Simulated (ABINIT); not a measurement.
# Ge (I4_1/amd) in ABINIT: a series of runs, part 2 of 2

ABINIT 10.8.3 (patched build). The steps go on from the part before.

## 3. Band structure, PW91

Contents of run.abi:

```
# Datasets: ground state, then fixed potential
ndtset 2

# Pseudopotentials
pp_dirpath "./"
pseudos "Ge.GGA_PBE-JTH.xml"

# Structure
acell 3*1.0 Angstrom
rprim
    -2.5744897190     2.5744897190     1.3974126432
     2.5744897190    -2.5744897190     1.3974126432
     2.5744897190     2.5744897190    -1.3974126432
ntypat 1
znucl 32
natom 2
typat 1 1
xred
     0.5000000000     0.5000000000     0.0000000000
     0.2500000000     0.7500000000     0.5000000000

# Plane-wave basis
ecut 22.0
pawecutdg 44.0

# Exchange and correlation
ixc -109134

# Bands and occupations
occopt 3
tsmear 0.05 eV

# SCF cycle
nstep 100

# Output
iomode 3
prtwf 0
prteig 0
prtebands 0
prtden1 1

# Dataset 1
kptopt1 1
ngkpt1 11 11 11
nshiftk1 1
shiftk1 0.0 0.0 0.0
nband1 18
tolvrs1 1.0e-9

# Dataset 2: bands along G-X-M-G-Z-P-N-Z1-M
iscf2 -2
getden2 1
nband2 24
nbdbuf2 4
tolwfr2 1.0e-11
kptopt2 -8
ndivsm2 8
prteig2 1
prtvol2 -3
kptbounds2
     0.0000000000     0.0000000000     0.0000000000
     0.0000000000     0.0000000000     0.5000000000
    -0.5000000000     0.5000000000     0.5000000000
     0.0000000000     0.0000000000     0.0000000000
     0.3236558120     0.3236558120    -0.3236558120
     0.2500000000     0.2500000000     0.2500000000
     0.0000000000     0.5000000000     0.0000000000
    -0.3236558120     0.6763441880     0.3236558120
    -0.5000000000     0.5000000000     0.5000000000
```

Potentials or basis: JTH PAW PBE v2.0.

On the command line:

```
$ abinit run.abi > log 2>&1
```

run.abo:

```text
.Version 10.8.3 of ABINIT
 DATASET    1 : space group I4_1/a m d (#141); Bravais tI (body-center tetrag.)
================================================================================
 Values of the parameters that define the memory need for DATASET  1.
     intxc =       0    ionmov =       0      iscf =      17    lmnmax =      18
     lnmax =       6     mgfft =      32  mpssoang =       3    mqgrid =    3001
     natom =       2  nloc_mem =       2    nspden =       1   nspinor =       1
    nsppol =       1      nsym =      16    n1xccc =       1    ntypat =       1
    occopt =       3   xclevel =       2
       mpw =        1250          nfft =       32768          nkpt =         126
 PAW method is used; the additional fine FFT grid is defined by:
   mgfftf=        45    nfftf =     91125
================================================================================
================================================================================

 DATASET    2 : space group I4_1/a m d (#141); Bravais tI (body-center tetrag.)
================================================================================
 Values of the parameters that define the memory need for DATASET  2.
     intxc =       0    ionmov =       0      iscf =      -2    lmnmax =      18
     lnmax =       6     mgfft =      32  mpssoang =       3    mqgrid =    3001
     natom =       2  nloc_mem =       2    nspden =       1   nspinor =       1
    nsppol =       1      nsym =      16    n1xccc =       1    ntypat =       1
    occopt =       3   xclevel =       2
       mpw =        1261          nfft =       32768          nkpt =          97
 PAW method is used; the additional fine FFT grid is defined by:
   mgfftf=        45    nfftf =     91125
================================================================================
================================================================================

--------------------------------------------------------------------------------
[... 1111 lines left out ...]
              =  1.000000000000  1.000000000000  1.000000000000 angstroms
 Eigenvalues (hartree) for nkpt=  97  k points:
 kpt#   1, nband= 24, wtk=  1.00000, kpt=  0.0000  0.0000  0.0000 (reduced coord)
  -0.57537   -0.57377   -0.57258   -0.57255   -0.56870   -0.56870   -0.56847   -0.56847
  -0.56617   -0.56376   -0.15319    0.18475    0.25008    0.25008    0.46093    0.61405
   0.61405    0.63421    0.64150    0.76201    0.79777    0.83996    0.87811    0.87845
 kpt#   2, nband= 24, wtk=  1.00000, kpt=  0.0000  0.0000  0.0455 (reduced coord)
  -0.57533   -0.57378   -0.57261   -0.57251   -0.56872   -0.56868   -0.56846   -0.56846
  -0.56620   -0.56380   -0.15235    0.17566    0.25100    0.25722    0.46526    0.60132
   0.60924    0.64012    0.64066    0.76816    0.79767    0.83424    0.88103    0.88555
 kpt#   3, nband= 24, wtk=  1.00000, kpt=  0.0000  0.0000  0.0909 (reduced coord)
  -0.57519   -0.57380   -0.57268   -0.57241   -0.56877   -0.56861   -0.56843   -0.56840
  -0.56627   -0.56392   -0.14984    0.15540    0.25377    0.27185    0.47804    0.57824
   0.59615    0.63828    0.64454    0.78509    0.79604    0.82309    0.88792    0.89254
 kpt#   4, nband= 24, wtk=  1.00000, kpt=  0.0000  0.0000  0.1364 (reduced coord)
  -0.57499   -0.57383   -0.57279   -0.57223   -0.56886   -0.56852   -0.56837   -0.56832
  -0.56639   -0.56412   -0.14565    0.13118    0.25838    0.28740    0.49863    0.55225
   0.57761    0.63473    0.64404    0.79179    0.80929    0.81147    0.89981    0.91120
 kpt#   5, nband= 24, wtk=  1.00000, kpt=  0.0000  0.0000  0.1818 (reduced coord)
[... 357 lines left out ...]
  -0.56851   -0.56839    0.01404    0.01803    0.12771    0.12771    0.43506    0.65431
   0.73226    0.73226    0.83785    0.89338    0.89338    0.95487    0.96503    0.99672
 kpt#  95, nband= 24, wtk=  1.00000, kpt= -0.4647  0.5353  0.4647 (reduced coord)
  -0.57385   -0.57368   -0.56960   -0.56902   -0.56882   -0.56877   -0.56877   -0.56852
  -0.56843   -0.56843    0.01079    0.01336    0.12329    0.12329    0.47741    0.63616
   0.73633    0.73633    0.84629    0.92008    0.92008    0.95156    0.97037    0.99330
 kpt#  96, nband= 24, wtk=  1.00000, kpt= -0.4824  0.5176  0.4824 (reduced coord)
  -0.57397   -0.57387   -0.56948   -0.56909   -0.56891   -0.56866   -0.56866   -0.56865
  -0.56837   -0.56837    0.00906    0.01032    0.12063    0.12063    0.52031    0.60286
   0.73806    0.73806    0.87062    0.93012    0.94225    0.94225    0.97921    0.98962
 kpt#  97, nband= 24, wtk=  1.00000, kpt= -0.5000  0.5000  0.5000 (reduced coord)
  -0.57398   -0.57398   -0.56931   -0.56931   -0.56878   -0.56878   -0.56863   -0.56863
  -0.56835   -0.56835    0.00889    0.00890    0.11974    0.11974    0.56278    0.56279
   0.73853    0.73853    0.90109    0.90109    0.95056    0.95056    0.98486    0.98527

== END DATASET(S) ==============================================================
================================================================================

 -outvars: echo values of variables after computation  --------
            acell      1.8897261259E+00  1.8897261259E+00  1.8897261259E+00 Bohr
           etotal1    -1.9133845399E+02
            fcart1     1.2971804401E-30  1.7516230804E-46  0.0000000000E+00
                      -1.2971804401E-30 -1.7516230804E-46  0.0000000000E+00
            rprim     -2.5744897190E+00  2.5744897190E+00  1.3974126432E+00
                       2.5744897190E+00 -2.5744897190E+00  1.3974126432E+00
                       2.5744897190E+00  2.5744897190E+00 -1.3974126432E+00
           strten1    -1.0182732151E-04 -1.0182732151E-04 -9.5458574908E-05
                       0.0000000000E+00  0.0000000000E+00  0.0000000000E+00
           xangst     -4.4950674966E-18 -4.4950674966E-18  1.3974126432E+00
                       2.5744897190E+00  9.2089001166E-17  6.9870632160E-01
             xred      5.0000000000E-01  5.0000000000E-01 -1.7460032811E-18
                       2.5000000000E-01  7.5000000000E-01  5.0000000000E-01
 Calculation completed.
```

Run time: 3 min. Hardware: 1 thread of Arm Neoverse V1, shared host; peak memory 0.19 GiB.

Results:

```
Free energy                                           : -5206.5846 eV
Pressure                                              : 2.9 GPa
Band gap on the k mesh                                : none (metal or under the smearing width)
Valence electrons inside the program's atomic spheres : Ge 12.26 (radii [1.2196] Å)
```

Levels at the corners of the path, in eV from the Fermi level:
| point | band 12 | band 13 | band 14 | band 15 | band 16 | band 17 |
| --- | --- | --- | --- | --- | --- | --- |
| Γ | -4.14 | -2.36 | -2.36 | 3.38 | 7.54 | 7.54 |
| X | -10.60 | 0.60 | 0.60 | 1.90 | 1.90 | 7.50 |
| M | -8.92 | -5.91 | -5.91 | 6.15 | 6.15 | 10.93 |
| Γ | -4.14 | -2.36 | -2.36 | 3.38 | 7.54 | 7.54 |
| Z | -6.51 | -3.80 | -3.60 | -3.60 | 3.73 | 6.65 |
| P | -6.93 | -4.33 | -4.33 | 4.21 | 4.21 | 4.85 |
| N | -6.41 | -2.67 | -2.03 | -1.37 | 2.55 | 3.53 |
| Z1 | -6.51 | -3.80 | -3.60 | -3.60 | 3.73 | 6.65 |
| M | -8.92 | -5.91 | -5.91 | 6.15 | 6.15 | 10.93 |

Caveat: the PAW data sets were made with another functional, which shifts forces and pressure a little.
